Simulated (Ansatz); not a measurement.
# Ga: the cost of one run

Method: DFT PBE, scalar-relativistic, plane waves, PAW, unless a step names another level, in Ansatz 0.2.0.

2 further runs of the same task are left out: 1 that didn't finish, 1 set aside as unsound or not needed. Runs told in other sessions of the task aren't counted.

## Step 1: The structure to begin with

It takes space group Cmmm (No. 65, orthorhombic). Conventional cell: a = 2.873 Å, b = 4.962 Å, c = 2.723 Å, α = 90.00°, β = 90.00°, γ = 90.00°. Ga (site symmetry mmm) is surrounded by 8 Ga at 2.72 to 2.87 Å.

Structure file:

```xyz
1
Lattice="1.4365 -2.4808 0.0000 1.4365 2.4808 0.0000 0.0000 0.0000 2.7228" Properties=species:S:1:pos:R:3 pbc="T T T"
Ga    1.4365    0.0000    0.0000
```

The cell was relaxed beforehand at this level, from a generated guess; it is a trial structure. At a tolerance of 0.05 Å it has space group P6/mmm (No. 191); it has 19.41 Å³/atom, an uncorrected energy of +0.05 eV/atom over the standard state.

## Step 2: Bands, states and charges

Input file input.yaml:

```yaml
crystal:
  lattice:
    - [1.4364622469, -2.4807641225, 0.0]
    - [1.4364622469, 2.4807641225, 0.0]
    - [0.0, 0.0, 2.7227762845]
  atoms:
    - { symbol: Ga, position: [0.5, 0.5, 0.0] }
basis:
  ecutwfc: 420
kpoints:
  mp_grid: { grid: [22, 22, 20] }
  band_path:
    path:
      - [[0.0, 0.0, 0.0], [-0.5, 0.5, 0.0], [-0.3338219, 0.6661781, 0.0]]
      - [[0.3338219, 0.3338219, 0.0], [0.0, 0.0, 0.0], [0.0, 0.0, 0.5], [0.3338219, 0.3338219, 0.5]]
      - [[-0.3338219, 0.6661781, 0.5], [-0.5, 0.5, 0.5], [-0.5, 0.5, 0.0]]
      - [[0.0, 0.0, 0.0], [0.0, 0.5, 0.0], [0.0, 0.5, 0.5], [0.0, 0.0, 0.5], [-0.5, 0.5, 0.5]]
    npoints: 14
hamiltonian:
  xc: pbe
scf:
  occupations: { method: gaussian, width: 0.1 }
  n_extra_bands: 6
output:
  forces: true
  stress: true
  eigenvalues: true
  populations: true
  dos: { projected: true, de: 0.02, nscf_kmesh: { grid: [27, 27, 24] } }
  bader: true
  write_density: true
  write_potential: true
  elf: true
  volumetric_format: npy
```

Command:

```bash
> ansatz run input.yaml --threads 1 --pin off --max-ram 2560MiB --backend cpu --events-out ev --progress --plain --runs-dir out
```

What time and memory should one allow on 1 thread of Intel Xeon at 2.50GHz (Skylake/Cascade Lake), shared host?

About 1.9 min, with a peak of 0.73 GiB.
